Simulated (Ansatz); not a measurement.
The reference is SrF2 in the fluorite structure (space group Fm-3m, No. 225; a = 5.7906 Å). Axes: x, y, z lie along the cube axes.

Computed with plane-wave PAW DFT at the r2SCAN level (Ansatz, a program for electronic structure, 500 eV), scalar-relativistic without spin-orbit coupling.

For the base:

- Band gap: 7.60 eV
- Smallest direct gap: 7.70 eV

The change: a free-standing slab of 3 layers (9 atoms, 3 a layer) is cut normal to [111], with 15 Å of vacuum and the in-plane cell held at bulk.

Predict the new band gap.

The band gap falls by 0.38 eV, from 7.60 eV to 7.22 eV.

Predict the new gap character.

The gap character is indirect, M → Γ.

Predict the new excess energy per area of both faces.

The excess energy per area of both faces (slab less bulk energy over the cell's area: twice a surface energy) is 0.88 J/m².

Estimate the effect on the smallest direct gap.

The smallest direct gap falls by 0.41 eV, from 7.70 eV to 7.29 eV.

The excess energy carries the mismatch between the slab's and the bulk's meshes. Whether these cells are dynamically stable was not tested. Labels are those of the standard path for the cell's own space group.
